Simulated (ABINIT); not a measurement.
# CdSe (F-43m) in ABINIT: settings compared, part 2 of 3

ABINIT 10.8.3 (patched build). Earlier steps stand in the parts before.

### Step 3. Equation of state, revPBE+D3

Contents of run.abi:

```
# Datasets: one volume each
ndtset 7
getwfk -1
scalecart1 3*0.9795861087
scalecart2 3*0.9864848297
scalecart3 3*0.9932883884
scalecart4 3*1.0000000000
scalecart5 3*1.0066227096
scalecart6 3*1.0131594038
scalecart7 3*1.0196128224

# Pseudopotentials
pp_dirpath "./"
pseudos "Cd.GGA_PBE-JTH.xml, Se.GGA_PBE-JTH.xml"

# Structure
acell 3*1.0 Angstrom
rprim
     0.0000000000     3.0702711986     3.0702711986
     3.0702711986     0.0000000000     3.0702711986
     3.0702711986     3.0702711986     0.0000000000
ntypat 2
znucl 48 34
natom 2
typat 1 2
xred
     0.0000000000     0.0000000000     0.0000000000
     0.2500000000     0.2500000000     0.2500000000

# Plane-wave basis
ecut 17.0
pawecutdg 34.0

# k points
kptopt 1
ngkpt 8 8 8
nshiftk 1
shiftk 0.0 0.0 0.0

# Exchange and correlation
ixc 14
vdw_xc 6

# Bands and occupations
nband 13
occopt 3
tsmear 0.05 eV

# SCF cycle
nstep 100
tolvrs 1.0e-9

# Output
iomode 3
prtwf 1
prtden 0
prteig 0
prtebands 0
enunit 2
```

Potentials or basis: JTH PAW PBE v2.0.

The run is started by

```sh
$ abinit run.abi > log 2>&1
```

run.abo:

```text
.Version 10.8.3 of ABINIT
 DATASET    1 : space group F-4 3 m (#216); Bravais cF (face-center cubic)
================================================================================
 Values of the parameters that define the memory need for DATASET  1.
     intxc =       0    ionmov =       0      iscf =      17    lmnmax =      18
     lnmax =       6     mgfft =      30  mpssoang =       3    mqgrid =    3001
     natom =       2  nloc_mem =       2    nspden =       1   nspinor =       1
    nsppol =       1      nsym =      24    n1xccc =       1    ntypat =       2
    occopt =       3   xclevel =       2
       mpw =        1249          nfft =       27000          nkpt =          29
 PAW method is used; the additional fine FFT grid is defined by:
   mgfftf=        45    nfftf =     91125
================================================================================
================================================================================
[... 71 lines left out ...]
 DATASET    7 : space group F-4 3 m (#216); Bravais cF (face-center cubic)
================================================================================
 Values of the parameters that define the memory need for DATASET  7.
     intxc =       0    ionmov =       0      iscf =      17    lmnmax =      18
     lnmax =       6     mgfft =      32  mpssoang =       3    mqgrid =    3001
     natom =       2  nloc_mem =       2    nspden =       1   nspinor =       1
    nsppol =       1      nsym =      24    n1xccc =       1    ntypat =       2
    occopt =       3   xclevel =       2
       mpw =        1399          nfft =       32768          nkpt =          29
 PAW method is used; the additional fine FFT grid is defined by:
   mgfftf=        45    nfftf =     91125
================================================================================
================================================================================

--------------------------------------------------------------------------------
------------- Echo of variables that govern the present computation ------------
--------------------------------------------------------------------------------
 -outvars: echo values of preprocessed input variables --------
            acell      1.8897261259E+00  1.8897261259E+00  1.8897261259E+00 Bohr
              amu      1.12411000E+02  7.89600000E+01
             ecut      1.70000000E+01 Hartree
           enunit           2
           getwfk          -1
              ixc          14
           jdtset        1    2    3    4    5    6    7
[... 148 lines left out ...]
 Spheres core radius: rc_sph= 2.21132333
 Shapefunction is BESSEL type: shapef(r,l)=aa(1,l)*jl(q(1,l)*r)+aa(2,l)*jl(q(2,l)*r)
 Radius for shape functions =  2.00656599
 Compensation charge density is not taken into account in XC energy/potential

   1.02651429E+03                                ecore*ucvol(ha*bohr**3)
--------------------------------------------------------------------------------

[... 1325 lines left out ...]
-Cartesian components of stress tensor (GPa)         [Pressure= -3.6233E+00 GPa]
- sigma(1 1)=  3.62333787E+00  sigma(3 2)=  0.00000000E+00
- sigma(2 2)=  3.62333787E+00  sigma(3 1)=  0.00000000E+00
- sigma(3 3)=  3.62333787E+00  sigma(2 1)=  0.00000000E+00

== END DATASET(S) ==============================================================
================================================================================

 -outvars: echo values of variables after computation  --------
            acell      1.8897261259E+00  1.8897261259E+00  1.8897261259E+00 Bohr
           etotal1    -5.7135058260E+01
           etotal2    -5.7135415489E+01
           etotal3    -5.7135477862E+01
           etotal4    -5.7135266216E+01
           etotal5    -5.7134829794E+01
           etotal6    -5.7134196041E+01
           etotal7    -5.7133392527E+01
            fcart1    -1.1844068770E-29 -7.4025429816E-30  1.1844068770E-29
                       1.1844068770E-29  7.4025429816E-30 -1.1844068770E-29
            fcart2    -2.3522480810E-29  1.8578050668E-46  2.3522480810E-29
                       2.3522480810E-29 -1.8578050668E-46 -2.3522480810E-29
            fcart3    -0.0000000000E+00 -0.0000000000E+00 -0.0000000000E+00
                      -0.0000000000E+00 -0.0000000000E+00 -0.0000000000E+00
            fcart4    -0.0000000000E+00 -0.0000000000E+00 -0.0000000000E+00
                      -0.0000000000E+00 -0.0000000000E+00 -0.0000000000E+00
            fcart5    -2.8814880509E-30 -7.2037201273E-30  5.7629761019E-30
                       2.8814880509E-30  7.2037201273E-30 -5.7629761019E-30
[... 38 lines left out ...]
                       0.0000000000E+00  0.0000000000E+00  0.0000000000E+00
           xangst1     0.0000000000E+00  0.0000000000E+00  0.0000000000E+00
                       1.5037975080E+00  1.5037975080E+00  1.5037975080E+00
           xangst2     0.0000000000E+00  0.0000000000E+00  0.0000000000E+00
                       1.5143879802E+00  1.5143879802E+00  1.5143879802E+00
           xangst3     0.0000000000E+00  0.0000000000E+00  0.0000000000E+00
                       1.5248323654E+00  1.5248323654E+00  1.5248323654E+00
           xangst4     0.0000000000E+00  0.0000000000E+00  0.0000000000E+00
                       1.5351355993E+00  1.5351355993E+00  1.5351355993E+00
           xangst5     0.0000000000E+00  0.0000000000E+00  0.0000000000E+00
                       1.5453023566E+00  1.5453023566E+00  1.5453023566E+00
           xangst6     0.0000000000E+00  0.0000000000E+00  0.0000000000E+00
                       1.5553370685E+00  1.5553370685E+00  1.5553370685E+00
           xangst7     0.0000000000E+00  0.0000000000E+00  0.0000000000E+00
                       1.5652439412E+00  1.5652439412E+00  1.5652439412E+00
             xred      0.0000000000E+00  0.0000000000E+00  0.0000000000E+00
                       2.5000000000E-01  2.5000000000E-01  2.5000000000E-01
 Calculation completed.
```

It took 1.8 min on 1 thread of Arm Neoverse V2, shared host; peak memory 0.15 GiB.

What came out:

```
Equilibrium volume                      : 28.19 Å³/atom
Bulk modulus                            : 51 GPa
Pressure derivative of the bulk modulus : 6.0 (rough: it moves with the points fitted)
```

Energy against volume, from the lowest point:
| volume (Å³/atom) | energy (meV/atom) |
| --- | --- |
| 27.206 | 5.71 |
| 27.784 | 0.85 |
| 28.363 | 0.00 |
| 28.942 | 2.88 |
| 29.521 | 8.82 |
| 30.100 | 17.44 |
| 30.679 | 28.37 |

Caveat: the cutoff is too short for stress, so the log's stress isn't used; pressures at fixed basis lie under the slope of the energies; the PAW data sets were made with another functional, which shifts forces and pressure a little.

### Step 4. Equation of state, LDA

Edit run.abi of step 3 so:

```diff
@@ -1,2 +1 @@
-# Datasets: one volume each
 ndtset 7
@@ -11,7 +10,5 @@
 
-# Pseudopotentials
 pp_dirpath "./"
-pseudos "Cd.GGA_PBE-JTH.xml, Se.GGA_PBE-JTH.xml"
+pseudos "Cd.LDA_PW-JTH.xml, Se.LDA_PW-JTH.xml"
 
-# Structure
 acell 3*1.0 Angstrom
@@ -29,7 +26,5 @@
 
-# Plane-wave basis
-ecut 17.0
+ecut 462.593566 eV
 pawecutdg 34.0
 
-# k points
 kptopt 1
@@ -39,7 +34,4 @@
 
-# Exchange and correlation
-ixc 14
-vdw_xc 6
+ixc 7
 
-# Bands and occupations
 nband 13
@@ -48,3 +40,2 @@
 
-# SCF cycle
 nstep 100
@@ -52,3 +43,2 @@
 
-# Output
 iomode 3
@@ -58,2 +48 @@
 prtebands 0
-enunit 2
```

Potentials or basis: JTH PAW LDA v2.0.

The run is started by

```sh
$ abinit run.abi > log 2>&1
```

run.abo:

```text
.Version 10.8.3 of ABINIT
 DATASET    1 : space group F-4 3 m (#216); Bravais cF (face-center cubic)
================================================================================
 Values of the parameters that define the memory need for DATASET  1.
     intxc =       0    ionmov =       0      iscf =      17    lmnmax =      18
     lnmax =       6     mgfft =      30  mpssoang =       3    mqgrid =    3001
     natom =       2  nloc_mem =       2    nspden =       1   nspinor =       1
    nsppol =       1      nsym =      24    n1xccc =       1    ntypat =       2
    occopt =       3   xclevel =       1
       mpw =        1249          nfft =       27000          nkpt =          29
 PAW method is used; the additional fine FFT grid is defined by:
   mgfftf=        45    nfftf =     91125
================================================================================
================================================================================
[... 71 lines left out ...]
 DATASET    7 : space group F-4 3 m (#216); Bravais cF (face-center cubic)
================================================================================
 Values of the parameters that define the memory need for DATASET  7.
     intxc =       0    ionmov =       0      iscf =      17    lmnmax =      18
     lnmax =       6     mgfft =      32  mpssoang =       3    mqgrid =    3001
     natom =       2  nloc_mem =       2    nspden =       1   nspinor =       1
    nsppol =       1      nsym =      24    n1xccc =       1    ntypat =       2
    occopt =       3   xclevel =       1
       mpw =        1399          nfft =       32768          nkpt =          29
 PAW method is used; the additional fine FFT grid is defined by:
   mgfftf=        45    nfftf =     91125
================================================================================
================================================================================

--------------------------------------------------------------------------------
------------- Echo of variables that govern the present computation ------------
--------------------------------------------------------------------------------
 -outvars: echo values of preprocessed input variables --------
            acell      1.8897261259E+00  1.8897261259E+00  1.8897261259E+00 Bohr
              amu      1.12411000E+02  7.89600000E+01
             ecut      1.70000000E+01 Hartree
           getwfk          -1
              ixc           7
           jdtset        1    2    3    4    5    6    7
         kptrlatt        8    0    0      0    8    0      0    0    8
          kptrlen1     6.43018116E+01
          kptrlen2     6.47546562E+01
          kptrlen3     6.52012541E+01
          kptrlen4     6.56418165E+01
          kptrlen5     6.60765432E+01
          kptrlen6     6.65056237E+01
          kptrlen7     6.69292378E+01
            natom           2
            nband          13
           ndtset           7
            ngfft1         30      30      30
            ngfft2         32      32      32
            ngfft3         32      32      32
            ngfft4         32      32      32
            ngfft5         32      32      32
            ngfft6         32      32      32
            ngfft7         32      32      32
          ngfftdg          45      45      45
             nkpt          29
            nstep         100
             nsym          24
           ntypat           2
           occopt           3
        pawecutdg      3.40000000E+01 Hartree
           prtden           0
[... 36 lines left out ...]
           xangst5     0.0000000000E+00  0.0000000000E+00  0.0000000000E+00
                       1.5453023566E+00  1.5453023566E+00  1.5453023566E+00
           xangst6     0.0000000000E+00  0.0000000000E+00  0.0000000000E+00
                       1.5553370685E+00  1.5553370685E+00  1.5553370685E+00
           xangst7     0.0000000000E+00  0.0000000000E+00  0.0000000000E+00
                       1.5652439412E+00  1.5652439412E+00  1.5652439412E+00
            xcart1     0.0000000000E+00  0.0000000000E+00  0.0000000000E+00
                       2.8417654390E+00  2.8417654390E+00  2.8417654390E+00
            xcart2     0.0000000000E+00  0.0000000000E+00  0.0000000000E+00
                       2.8617785310E+00  2.8617785310E+00  2.8617785310E+00
            xcart3     0.0000000000E+00  0.0000000000E+00  0.0000000000E+00
                       2.8815155585E+00  2.8815155585E+00  2.8815155585E+00
            xcart4     0.0000000000E+00  0.0000000000E+00  0.0000000000E+00
                       2.9009858488E+00  2.9009858488E+00  2.9009858488E+00
            xcart5     0.0000000000E+00  0.0000000000E+00  0.0000000000E+00
                       2.9201982356E+00  2.9201982356E+00  2.9201982356E+00
            xcart6     0.0000000000E+00  0.0000000000E+00  0.0000000000E+00
                       2.9391610930E+00  2.9391610930E+00  2.9391610930E+00
            xcart7     0.0000000000E+00  0.0000000000E+00  0.0000000000E+00
                       2.9578823690E+00  2.9578823690E+00  2.9578823690E+00
             xred      0.0000000000E+00  0.0000000000E+00  0.0000000000E+00
                       2.5000000000E-01  2.5000000000E-01  2.5000000000E-01
            znucl       48.00000   34.00000

================================================================================

 chkinp: Checking input parameters for consistency, jdtset=   1.

 chkinp: Checking input parameters for consistency, jdtset=   2.
[... 40 lines left out ...]
 getcut: wavevector=  0.0000  0.0000  0.0000  ngfft=  45  45  45
         ecut(hartree)=     34.000   => boxcut(ratio)=   2.08552

--- Pseudopotential description ------------------------------------------------
- pspini: atom type   1  psp file is ./Cd.LDA_PW-JTH.xml
 Pseudopotential format is: paw10
 basis_size (lnmax)=  6 (lmn_size= 18), orbitals=   0   0   1   1   2   2
 Spheres core radius: rc_sph= 2.50233826
 Shapefunction is BESSEL type: shapef(r,l)=aa(1,l)*jl(q(1,l)*r)+aa(2,l)*jl(q(2,l)*r)
 Radius for shape functions =  2.31074885
 Compensation charge density is not taken into account in XC energy/potential

- pspini: atom type   2  psp file is ./Se.LDA_PW-JTH.xml
 Pseudopotential format is: paw10
 basis_size (lnmax)=  4 (lmn_size=  8), orbitals=   0   0   1   1
 Spheres core radius: rc_sph= 2.21132333
 Shapefunction is BESSEL type: shapef(r,l)=aa(1,l)*jl(q(1,l)*r)+aa(2,l)*jl(q(2,l)*r)
 Radius for shape functions =  2.00656599
 Compensation charge density is not taken into account in XC energy/potential

   1.00008315E+03                                ecore*ucvol(ha*bohr**3)
--------------------------------------------------------------------------------

[... 1264 lines left out ...]
-Cartesian components of stress tensor (GPa)         [Pressure= -5.6447E+00 GPa]
- sigma(1 1)=  5.64468701E+00  sigma(3 2)=  0.00000000E+00
- sigma(2 2)=  5.64468701E+00  sigma(3 1)=  0.00000000E+00
- sigma(3 3)=  5.64468701E+00  sigma(2 1)=  0.00000000E+00

== END DATASET(S) ==============================================================
================================================================================

 -outvars: echo values of variables after computation  --------
            acell      1.8897261259E+00  1.8897261259E+00  1.8897261259E+00 Bohr
           etotal1    -5.7393085360E+01
           etotal2    -5.7392888797E+01
           etotal3    -5.7392407139E+01
           etotal4    -5.7391669984E+01
           etotal5    -5.7390703748E+01
           etotal6    -5.7389540020E+01
           etotal7    -5.7388207082E+01
            fcart1     9.2531787269E-32  9.2531787269E-32 -2.7759536181E-31
                      -9.2531787269E-32 -9.2531787269E-32  2.7759536181E-31
            fcart2    -7.3507752532E-31  1.1026162880E-30  2.4798108922E-47
                       7.3507752532E-31 -1.1026162880E-30 -2.4798108922E-47
            fcart3    -0.0000000000E+00 -0.0000000000E+00 -0.0000000000E+00
                      -0.0000000000E+00 -0.0000000000E+00 -0.0000000000E+00
            fcart4     9.0642853422E-32  9.0642853422E-32 -2.7192856027E-31
                      -9.0642853422E-32 -9.0642853422E-32  2.7192856027E-31
            fcart5    -3.6018600637E-31  7.2037201273E-31 -3.6018600637E-31
                       3.6018600637E-31 -7.2037201273E-31  3.6018600637E-31
[... 38 lines left out ...]
                       0.0000000000E+00  0.0000000000E+00  0.0000000000E+00
           xangst1     0.0000000000E+00  0.0000000000E+00  0.0000000000E+00
                       1.5037975080E+00  1.5037975080E+00  1.5037975080E+00
           xangst2     0.0000000000E+00  0.0000000000E+00  0.0000000000E+00
                       1.5143879802E+00  1.5143879802E+00  1.5143879802E+00
           xangst3     0.0000000000E+00  0.0000000000E+00  0.0000000000E+00
                       1.5248323654E+00  1.5248323654E+00  1.5248323654E+00
           xangst4     0.0000000000E+00  0.0000000000E+00  0.0000000000E+00
                       1.5351355993E+00  1.5351355993E+00  1.5351355993E+00
           xangst5     0.0000000000E+00  0.0000000000E+00  0.0000000000E+00
                       1.5453023566E+00  1.5453023566E+00  1.5453023566E+00
           xangst6     0.0000000000E+00  0.0000000000E+00  0.0000000000E+00
                       1.5553370685E+00  1.5553370685E+00  1.5553370685E+00
           xangst7     0.0000000000E+00  0.0000000000E+00  0.0000000000E+00
                       1.5652439412E+00  1.5652439412E+00  1.5652439412E+00
             xred      0.0000000000E+00  0.0000000000E+00  0.0000000000E+00
                       2.5000000000E-01  2.5000000000E-01  2.5000000000E-01
 Calculation completed.
```

Wall time 97 s (1 thread of Arm Neoverse V2, shared host); peak memory 0.13 GiB.

Results:

```
Equilibrium volume : 27.14 Å³/atom (rough: see the caveat)
Bulk modulus       : 59 GPa (rough)
```

Energy against volume, from the lowest point:
```tsv
volume (Å³/atom)	energy (meV/atom)
27.206	0.00
27.784	2.67
28.363	9.23
28.942	19.26
29.521	32.40
30.100	48.24
30.679	66.37
```

Caveat: the cutoff is too short for stress, so the log's stress isn't used; pressures at fixed basis lie under the slope of the energies; the minimum lies outside the volumes run.

(Part 2 of 3 ends here.)
